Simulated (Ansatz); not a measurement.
The system is CsSnI3.

```
CELL_PARAMETERS angstrom
6.20570 0.00000 0.00000
0.00000 6.20570 0.00000
0.00000 0.00000 6.20570
ATOMIC_POSITIONS crystal
Cs 0.00000 0.00000 0.00000
I 0.50000 0.50000 0.00000
I 0.50000 0.00000 0.50000
I 0.00000 0.50000 0.50000
Sn 0.50000 0.50000 0.50000
```

A run of Ansatz 0.2.0 on this cell left the log below. Logs are shortened: lines on timing, memory, paths and dates and some standing lists are left out, and cuts for length are marked.

```text
Warning: RAYON_NUM_THREADS=2 ignored (pool sized by the plan → 2); use --threads N
Engine: ansatz 0.2.0, aarch64-unknown-linux-gnu
Pseudopotentials: kind: paw
Pseudopotential: Cs, paw, valence charge 9, recommended cutoff 420 eV (normal), Cs.paw.azcp
Pseudopotential: I, paw, valence charge 17, recommended cutoff 420 eV (normal), I.paw.azcp
Pseudopotential: Sn, paw, valence charge 14, recommended cutoff 420 eV (normal), Sn.paw.azcp
Functional definition: RPBE
  parameter kappa = 0.804
  parameter beta = 0.06672455060314922
  exchange = rpbe_x(kappa = kappa, mu = beta*pi^2/3)
  correlation = pbe_c(beta = beta)
Crystal: 5 atoms, lattice volume = 238.986 Å³
Basis set: ecut = 420 eV, 4697 PW (Γ), exchange–correlation on 90×90×90 points (8 copies of the dense FFT grid, shifted against one another)
Bands: 45, of which v1, the nominal top of the filled ones, is band 37 counted from 1 (36 counted from 0)
Symmetry: 48 space group operations
Space group: Pm-3m (ITA 221), of the structure as read, at distance tolerance 6.2e-5 Å
k-points: 10 of 64
Non-local potential: Cs, projectors of the file, l = 0: 3, l = 1: 2, l = 2: 2, l = 3: 2
Non-local potential: I, projectors of the file, l = 0: 2, l = 1: 2, l = 2: 2, l = 3: 2
Non-local potential: Sn, projectors of the file, l = 0: 2, l = 1: 2, l = 2: 2, l = 3: 2
[... 98 lines left out ...]
  Σ components = -34284.212449   (vs F -34284.212449, Δ=0.00e0)
--- Forces (eV/Å), atoms counted from 1 ---
  atom   1  Cs    -0.00000000     0.00000000     0.00000000
  atom   2  I     -0.00000000     0.00000000     0.00000000
  atom   3  I      0.00000000     0.00000000    -0.00000000
  atom   4  I     -0.00000000     0.00000000    -0.00000000
  atom   5  Sn    -0.00000000    -0.00000000    -0.00000000
  max |Σ_I F_I| component: 4.21e-29 eV/Å
--- Stress (GPa, compression-positive) ---
       -0.016923       0.000000       0.000000
        0.000000      -0.016923       0.000000
        0.000000       0.000000      -0.016923
  P = ⅓ Tr σ = -0.0169 GPa (-0.169 kbar)
--- Band table (eV; the first three rows and the last of 10) ---
  k-point 0: bands = ["-40.6487", "-40.6486", "-40.6486", "-40.6110", "-40.6110", "-40.6110", "-40.6107", "-40.6107", "-40.6107", "-40.5049", "-40.5049", "-40.5049", "-40.5045", "-40.5045", "-40.5044", "-18.1144", "-18.0754", "-18.0754", "-18.0708", "-18.0708", "-18.0708", "-8.5034", "-7.9927", "-7.9927", "-4.9054", "-4.9054", "-4.9054", "-2.0747", "0.1062", "0.1062", "0.1062", "2.1820", "2.1820", "2.1820", "2.2844", "2.2844", "2.2844", "6.7766", "7.8223", "7.8223", "8.1244", "8.1244", "8.1244", "8.3421", "8.3421"]
  k-point 1: bands = ["-40.6487", "-40.6486", "-40.6485", "-40.6110", "-40.6110", "-40.6110", "-40.6108", "-40.6108", "-40.6107", "-40.5049", "-40.5049", "-40.5049", "-40.5045", "-40.5045", "-40.5044", "-18.1143", "-18.0754", "-18.0751", "-18.0708", "-18.0708", "-18.0708", "-8.4452", "-8.0545", "-7.9918", "-4.9040", "-4.9040", "-4.9011", "-2.4477", "0.1532", "0.1532", "0.9231", "2.0988", "2.0988", "2.1273", "2.2347", "2.2347", "2.2680", "6.8029", "7.2778", "8.1023", "8.1336", "8.1336", "8.2172", "8.3082", "8.7028"]
  k-point 2: bands = ["-40.6486", "-40.6486", "-40.6485", "-40.6110", "-40.6109", "-40.6109", "-40.6109", "-40.6109", "-40.6107", "-40.5049", "-40.5049", "-40.5049", "-40.5045", "-40.5044", "-40.5044", "-18.1142", "-18.0754", "-18.0748", "-18.0708", "-18.0708", "-18.0708", "-8.3564", "-8.1470", "-7.9909", "-4.9025", "-4.9025", "-4.8971", "-2.7070", "0.2047", "0.2047", "1.5827", "1.9926", "1.9926", "2.0751", "2.2072", "2.2072", "2.6261", "5.2886", "8.0846", "8.0913", "8.0913", "8.4560", "8.7413", "8.7604", "8.9415"]
  k-point 9: bands = ["-40.6486", "-40.6486", "-40.6486", "-40.6109", "-40.6109", "-40.6109", "-40.6108", "-40.6108", "-40.6108", "-40.5049", "-40.5049", "-40.5049", "-40.5044", "-40.5044", "-40.5044", "-18.1139", "-18.0745", "-18.0745", "-18.0709", "-18.0709", "-18.0709", "-8.1427", "-8.1427", "-8.1427", "-4.9155", "-4.9155", "-4.9155", "-3.7472", "1.4158", "1.4158", "1.4158", "1.9329", "1.9329", "2.6479", "2.6479", "2.6479", "3.8371", "4.6400", "4.6400", "4.6400", "7.6205", "8.5143", "8.5143", "8.5143", "9.5242"]
--- Relaxed structure (4 steps of the walk, 4 accepted, 1 SCFs on fresh bases) ---
  F+E_penalty+E_count = -34284.21244924 eV   max|allowed force component| = 3.029e-29 eV/Å   (the final SCF, on the basis selected at the relaxed cell)
  cell:  # Å, volume = 268.3012 Å³
    - [6.449720278335263, 2.110498230724346e-33, 8.345696425678021e-34]
    - [3.2179079487470063e-33, 6.449720278335262, 2.5679065925163143e-34]
    - [8.345696425678021e-34, 2.5679065925163143e-34, 6.449720278335262]
  atoms:
    - { symbol: Cs, position: [1.0138052357780197e-34, -2.482788332507507e-35, 3.1034854155967485e-36] }
    - { symbol: I, position: [0.5, 0.5000000000000001, 5.17247569352383e-37] }
    - { symbol: I, position: [0.5, 6.206970830739537e-36, 0.5000000000000001] }
    - { symbol: I, position: [-1.2413941662421764e-35, 0.5000000000000001, 0.5000000000000001] }
    - { symbol: Sn, position: [0.5, 0.5000000000000001, 0.5000000000000001] }
```

Write the input and the command behind it.

Relaxation of cell and atoms with RPBE, no spin polarisation. The files as run (others can give the same):

input.yaml
```yaml
crystal:
  lattice:
    - [6.2057, 0.0, 0.0]
    - [0.0, 6.2057, 0.0]
    - [0.0, 0.0, 6.2057]
  atoms:
    - { symbol: Cs, position: [0.0, 0.0, 0.0] }
    - { symbol: I, position: [0.5, 0.5, 0.0] }
    - { symbol: I, position: [0.5, 0.0, 0.5] }
    - { symbol: I, position: [0.0, 0.5, 0.5] }
    - { symbol: Sn, position: [0.5, 0.5, 0.5] }
hamiltonian:
  xc: rpbe
  pseudopotentials: { kind: paw }
kpoints:
  mp_grid: { grid: [4, 4, 4] }
scf:
  occupations: { method: fermi_dirac, width: 0.05 }
output:
  forces: true
  stress: true
  eigenvalues: true
relax:
  f_tol: 0.01
  max_steps: 40
  cell: { stress_tol: 0.05 }
```

Potentials or basis: Ansatz PAW.
The run is started by
```console
$ ansatz run input.yaml --threads 2 --pin off --max-ram 5632MiB --backend cpu --events-out ev --progress --plain --runs-dir out
```

Caveat: the plane-wave basis is chosen anew once the cell has moved, so the energies of steps on either side of that aren't comparable; spin-orbit coupling is left out, which moves the levels of the heavy elements; the PAW data sets come from PBE, with cores solved anew for the run's functional, which leaves a small shift of forces and pressure.
